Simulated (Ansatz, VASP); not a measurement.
**One calculation of Pb, two programs**

```
CELL_PARAMETERS angstrom
7.52201 0.00000 0.00000
0.00000 7.52201 0.00000
0.00000 0.00000 6.69398
ATOMIC_POSITIONS crystal
Pb 0.34820 0.34826 0.50000
Pb 0.15180 0.84826 0.50000
Pb 0.65180 0.65174 0.50000
Pb 0.84820 0.15174 0.50000
Pb 0.65174 0.34820 0.00000
Pb 0.84826 0.84820 0.00000
Pb 0.34826 0.65180 0.00000
Pb 0.15174 0.15180 0.00000
Pb 0.00000 0.50000 0.75000
Pb 0.50000 0.00000 0.75000
Pb 0.00000 0.50000 0.25000
Pb 0.50000 0.00000 0.25000
```

Alike in both runs: functional PBEsol; k mesh 6 × 6 × 6; occupations gaussian, width 0.1 eV; no spin polarisation.

Ansatz relaxed the structure, and its values are those at the end. VASP's run is a single point on that final structure, the one shown.

|  | VASP | Ansatz |
| --- | --- | --- |
| version | VASP 6.6.1 | Ansatz 0.2.0 |
| potentials or method | VASP PAW PBE potentials, release 64 (Pb_d) | scalar-relativistic, plane waves, PAW |
| plane-wave cutoff (eV) | 520 | 420 |
| valence electrons in the cell | 168 | 168 |

```tsv
	VASP	Ansatz	Ansatz less VASP
gap on the k mesh at the Fermi level (eV)	none	none	-
pressure (GPa)	-0.1	0.0	+0.08
```

A gap of «none» marks a metal or a gap that the smearing closes.

Caveats: the PAW data sets were made with another functional, which shifts forces and pressure a little (VASP). The runs have no spin-orbit coupling, so splittings on Pb are missing.
